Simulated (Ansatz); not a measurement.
# Pd: equation of state

One table from this session's results is given with a row withheld; the runs are named, their logs left out.

Program: Ansatz 0.2.0. Level of theory: DFT PBE, scalar-relativistic. These are calculated values, not measurements.

### The starting structure

The structure is cubic, space group Fm-3m (No. 225). The conventional cell has a = 3.890 Å, b = 3.890 Å, c = 3.890 Å, α = 90.00°, β = 90.00°, γ = 90.00°. Pd (site symmetry m-3m) has 12 Pd at 2.75 Å as nearest neighbours.

Structure file:

```
Pd
1.0
     0.00000    1.94490    1.94490
     1.94490    0.00000    1.94490
     1.94490    1.94490    0.00000
Pd
1
Cartesian
  0.0000 0.0000 0.0000
```

The geometry is a database entry used as it stands. It may stem from high pressure or temperature, or be incomplete, so it serves as a test cell.

The first run:

The input, input.yaml:

```yaml
crystal:
  lattice:
    - [0.0, 1.9186143454, 1.9186143454]
    - [1.9186143454, 0.0, 1.9186143454]
    - [1.9186143454, 1.9186143454, 0.0]
  atoms:
    - { symbol: Pd, position: [0.0, 0.0, 0.0] }
kpoints:
  mp_grid: { grid: [18, 18, 18] }
scf:
  occupations: { method: fermi_dirac, width: 0.05 }
hamiltonian:
  xc: pbe
  pseudopotentials: { kind: all_electron, lapw: { basis_error: 0.00025 } }
output:
  forces: true
  stress: true
  eigenvalues: true
```

Steps of the session up to this table: Volume × 0.96, LAPW; Volume × 0.96, PAW; Volume × 0.96, crystal datasets; Volume × 0.98, LAPW; Volume × 0.98, PAW; Volume × 1.02, LAPW; Volume × 1.02, PAW; Volume × 1.04, LAPW; Volume × 1.04, PAW; Volume × 1.04, crystal datasets.

One table of the session follows, with a row left open; its other results are not shown here.

It belongs to the step «Fits». 

| method | volume (Å³/atom) | pressure (GPa) |
| --- | --- | --- |
| LAPW | 14.125 | 17.00 |
| LAPW | 14.419 | 11.96 |
| LAPW | 14.714 | 7.51 |
| LAPW | 15.008 | 3.57 |
| LAPW | 15.302 | 0.10 |
| PAW | 14.125 | ? |
| PAW | 14.419 | 12.06 |
| PAW | 14.714 | 7.60 |
| PAW | 15.008 | 3.67 |
| PAW | 15.302 | 0.20 |
| crystal datasets | 14.125 | 17.00 |
| crystal datasets | 14.714 | 7.51 |
| crystal datasets | 15.302 | 0.10 |

**Question.** Estimate the row for PAW, 14.125.

**Answer.** pressure (GPa): 17.10. In the column «pressure (GPa)» it is the highest.

Limits of these values: Warnings in the runs' records: gradients without spin orbit, crystal datasets made, band levels unverified.
